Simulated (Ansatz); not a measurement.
## CdSe (Cadmoselite) under changes of volume

One of the cells (28.102 Å³/atom); the others are scaled copies at fixed shape and fractional positions:

```xyz
4
Lattice="4.3000 0.0000 0.0000 -2.1500 3.7239 0.0000 0.0000 0.0000 7.0200" Properties=species:S:1:pos:R:3 pbc="T T T"
Cd    2.1500    1.2413    3.5100
Cd    0.0000    2.4826    0.0000
Se    2.1500    1.2413    6.2127
Se    0.0000    2.4826    2.7027
```

* Program: Ansatz 0.2.0
* Functional: r2SCAN
* Potentials or basis: Ansatz PAW
* Cutoff: 500 eV (not typed: the program's choice for these potentials)
* k mesh: 7 × 7 × 4
* Occupations: fermi-dirac, width 0.05 eV
* Spin: spin-orbit coupling, no magnetisation

```tsv
volume (Å³/atom)	energy over the lowest point (meV/atom)	pressure (GPa)	gap on the mesh (eV)	largest force (eV/Å)
26.416	39.96	5.6	1.23	0.347
26.978	22.87	4.1	1.18	0.323
27.540	?	?	?	?
28.102	3.39	1.5	1.08	0.278
28.665	0.00	0.4	1.04	0.258
29.227	0.28	-0.6	0.99	0.239
29.789	3.85	-1.5	0.94	0.222
```

What does the run at 27.540 Å³/atom give?

Energy over the lowest point 10.85 meV/atom; pressure 2.8 GPa; gap on the mesh 1.13 eV; largest force 0.299 eV/Å.

Worked out: A Birch-Murnaghan fit of order 3 (a polynomial in V^(-2/3)) to the other rows has its minimum at 28.90 Å³/atom with B0 = V·E''(V) = 51 GPa and B' = 4.5 at fixed shape and positions, which overstates the stiffness. It gives 10.86 meV/atom at 27.540 Å³/atom, against the run's 10.85, and -dE/dV = 2.8 GPa, against 2.8. A straight line through the other rows of the gap, of slope -2.39 eV per unit of ln V (its deformation potential), gives 1.13 eV, against the run's 1.13.

Energies are extrapolated to zero smearing.

Caveats: odd divisions of the mesh miss points on the zone boundary, where band edges often lie, so the gap on the mesh can be too wide; the PAW data sets come from PBE, with cores solved anew for the run's functional, which leaves a small shift of forces and pressure.
